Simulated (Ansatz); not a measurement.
Ta: one input, then a changed one

The cell comes from COD entry 1534932, which wasn't checked; take it as a given geometry. The listed cell was then made from it by scaling, straining or moving an atom.

First run: DFT, LDA, PAW with Ansatz's default frozen-core files, scalar-relativistic (Ansatz 0.2.0).

Command: `ansatz run input.yaml --threads 1 --pin off --max-ram 2048MiB --backend cpu --events-out ev --progress --plain --runs-dir out` The run took 5.3 s on 1 thread of Arm Neoverse V1, on a shared host.

```yaml
crystal:
  lattice:
    - [0.0, 2.0669266894, 2.0669266894]
    - [2.0669266894, 0.0, 2.0669266894]
    - [2.0669266894, 2.0669266894, 0.0]
  atoms:
    - { symbol: Ta, position: [0.0, 0.0, 0.0] }
kpoints:
  mp_grid: { grid: [13, 13, 13] }
scf:
  occupations: { method: fermi_dirac, width: 0.05 }
hamiltonian:
  xc: lda
  pseudopotentials: { kind: paw }
output:
  forces: true
  stress: true
  efg: { contact_densities: true }
  write_density: true
  write_potential: true
  elf: true
  volumetric_format: npy
relax:
  f_tol: 0.005
  max_steps: 80
  cell: {}
```

Result: converged; relaxed volume 17.753 Å³/atom; 19 SCF iterations in all.

No spin–orbit coupling, which matters for the heavy atoms here.

The input is then changed:

```diff
@@ -10,18 +10,17 @@
 scf:
   occupations: { method: fermi_dirac, width: 0.05 }
+  eigensolver: { kind: davidson }
 hamiltonian:
-  xc: lda
-  pseudopotentials: { kind: paw }
+  xc: revpbe
+  pseudopotentials: { kind: nc }
 output:
   forces: true
   stress: true
   efg: { contact_densities: true }
-  write_density: true
-  write_potential: true
-  elf: true
-  volumetric_format: npy
 relax:
   f_tol: 0.005
   max_steps: 80
   cell: {}
+basis:
+  precision: f64
```

(1) Predict the outcome of the changed run.

Answers

(1) It was refused before any iteration. The program says:
```
Error: output.efg without hamiltonian.pseudopotentials.kind: paw|paw_fr|all_electron or hamiltonian.pseudopotentials.kind: all_electron — the all-electron EFG reconstruction needs the PAW one-centre densities; drop the efg request, or set kind: paw (paw_fr under spin-orbit coupling) (under a functional that reads the kinetic-energy density, kind: paw is refused in some combinations and carries risks of its own in the rest: see hamiltonian.xc for the refusals and hamiltonian.pseudopotentials.kind for the risks, both in the input reference; kind: paw is refused beside gw.static_remainder)
```
